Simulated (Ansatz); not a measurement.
Crystal: Ca.

```xyz
1
Lattice="0.0000 2.7942 2.7942 2.7942 0.0000 2.7942 2.7942 2.7942 0.0000" Properties=species:S:1:pos:R:3 pbc="T T T"
Ca    0.0000    0.0000    0.0000
```

Base run:

```yaml
Program: Ansatz 0.2.0
Functional: LDA
Potentials_or_basis: all-electron LAPW, scalar-relativistic
Cutoff: 80 eV (chosen from the basis error)
Basis_error_allowed: 0.001 eV/atom
k_mesh: 8 × 8 × 8
Occupations: fermi-dirac, width 0.05 eV
Spin: no spin polarisation
```

Its results: pressure -2.1 GPa.

Problem. The run is repeated on the same cell with these changes: functional from LDA to PBE. What comes out?

Solution. Pressure -0.6 GPa.

PBE binds less tightly than LDA, so the same cell stands under more pressure.
